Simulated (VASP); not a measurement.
The system is CdO (Monteponite).

```xyz
2
Lattice="0.0000 2.3495 2.3495 2.3495 0.0000 2.3495 2.3495 2.3495 0.0000" Properties=species:S:1:pos:R:3 pbc="T T T"
Cd    0.0000    0.0000    0.0000
O     2.3495    2.3495    2.3495
```

```yaml
Program: VASP 6.6.1
Task: relaxation of cell and atoms
Functional: PBE
Dispersion: D4
Potentials_or_basis: VASP PAW PBE potentials, release 64 (Cd, O)
Cutoff: 600 eV
k_mesh: 10 × 10 × 10
Occupations: fermi-dirac, width 0.05 eV
Spin: no spin polarisation
```

At the start: pressure 3.8 GPa; volume 12.97 Å³/atom.

Question: How do energy, volume and symmetry change on relaxing?

Answer: Over 3 steps the energy falls by 3.9 meV/atom and the volume is 13.31 Å³/atom (+2.7 %); space group Fm-3m (No. 225, to 0.05 Å).

Step by step:
| step | energy change (eV) | largest force (eV/Å) | pressure (GPa) | volume (Å³) |
| --- | --- | --- | --- | --- |
| 1 | 0.0000 | 0.0000 | 3.77 | 25.94 |
| 2 | -0.0044 | 0.0000 | -2.29 | 27.10 |
| 3 | -0.0079 | 0.0000 | 0.01 | 26.63 |

Final structure:
```
Cd O
1.0
     0.00000    2.37010    2.37010
     2.37010    0.00000    2.37010
     2.37010    2.37010    0.00000
Cd O
1 1
Direct
  0.00000 0.00000 0.00000
  0.50000 0.50000 0.50000
```

Caveat: pairwise dispersion overbinds metals, which lowers pressure and volume.
